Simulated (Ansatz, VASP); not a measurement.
**Two plane-wave programs on Al**

```xyz
4
Lattice="2.8271 0.0000 0.0000 -1.4135 2.4483 0.0000 0.0000 0.0000 9.1860" Properties=species:S:1:pos:R:3 pbc="T T T"
Al    0.0000    0.0000    0.0000
Al    0.0000    0.0000    4.5930
Al    0.0000    1.6322    2.2965
Al    1.4135    0.8161    6.8895
```

This isn't the form of Al at room conditions, which is fcc.

Alike in both runs: task relaxation of cell and atoms; functional PBEsol; dispersion D3(BJ); k mesh 9 × 9 × 2; no spin polarisation.

|  | VASP | Ansatz |
| --- | --- | --- |
| version | VASP 6.6.1 | Ansatz 0.2.0 |
| potentials or method | VASP PAW PBE potentials, release 64 (Al) | plane waves, PAW |
| plane-wave cutoff (eV) | 600 | 420 |
| occupations | methfessel-paxton of order 1, width 0.1 eV | cold, width 0.1 eV |
| valence electrons in the cell | 12 | 12 |

```tsv
	VASP	Ansatz	Ansatz less VASP
relaxed volume (Å³/atom)	15.60	15.57	-0.026
relaxed cell length with the largest relative difference (Å)	8.983	8.977	-0.0064
energy change over the relaxation (meV/atom)	-5	-5	-0.3
```

Caveats: the PAW data sets were made with another functional, which shifts forces and pressure a little (VASP); pairwise dispersion overbinds metals, which lowers pressure and volume.
